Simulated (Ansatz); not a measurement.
This cell of LaAlO3 (R-3c-perovskite type, space group R-3c) is off equilibrium:

```yaml
crystal:
  lattice:
    - [2.70656, 1.56263, 4.39782]
    - [-2.70656, 1.56263, 4.39782]
    - [0.00000, -3.12526, 4.39782]
  atoms:
    - { symbol: La, position: [0.24946, 0.24946, 0.25108] }
    - { symbol: La, position: [0.74946, 0.74946, 0.75108] }
    - { symbol: Al, position: [0.99973, 0.00318, 0.99709] }
    - { symbol: Al, position: [0.50318, 0.49973, 0.49709] }
    - { symbol: O, position: [0.79003, 0.71223, 0.27106] }
    - { symbol: O, position: [0.23947, 0.80053, 0.69835] }
    - { symbol: O, position: [0.72273, 0.23947, 0.77614] }
    - { symbol: O, position: [0.21223, 0.29003, 0.77106] }
    - { symbol: O, position: [0.73947, 0.22273, 0.27614] }
    - { symbol: O, position: [0.30053, 0.73947, 0.19835] }
```

Method: PBE (plane waves to 420 eV, PAW, scalar-relativistic; Ansatz, an electronic-structure program). k mesh 8×8×8 (Γ-centred), Fermi-Dirac smearing 0.05 eV. Compression counts positive. LaAlO3 is run without spin polarisation. LaAlO3 was relaxed with its symmetry unable to fall.

Question: What forces act on the atoms (eV/Å, Cartesian)?

Answer: 
```json
[
 {"atom": "La1", "Fx": "-0.029", "Fy": "0.209", "Fz": "0.009"},
 {"atom": "La2", "Fx": "0.029", "Fy": "0.209", "Fz": "0.009"},
 {"atom": "Al3", "Fx": "0.077", "Fy": "-0.113", "Fz": "0.004"},
 {"atom": "Al4", "Fx": "-0.077", "Fy": "-0.113", "Fz": "0.004"},
 {"atom": "O5", "Fx": "-0.009", "Fy": "0.312", "Fz": "-0.513"},
 {"atom": "O6", "Fx": "0.345", "Fy": "-0.230", "Fz": "0.246"},
 {"atom": "O7", "Fx": "-0.268", "Fy": "-0.178", "Fz": "0.253"},
 {"atom": "O8", "Fx": "0.009", "Fy": "0.312", "Fz": "-0.513"},
 {"atom": "O9", "Fx": "0.268", "Fy": "-0.178", "Fz": "0.253"},
 {"atom": "O10", "Fx": "-0.345", "Fy": "-0.230", "Fz": "0.246"}
]
```

Question: What is the stress tensor (GPa)?

Answer: 
```
   1.08     0.00     0.00
   0.00     0.44     0.07
   0.00     0.07     0.19
```
The pressure, a third of the trace, is 0.57 GPa.

(A displaced cell: forces are minus the slopes of the energy, force constants its curvatures, and phonons follow from these.)
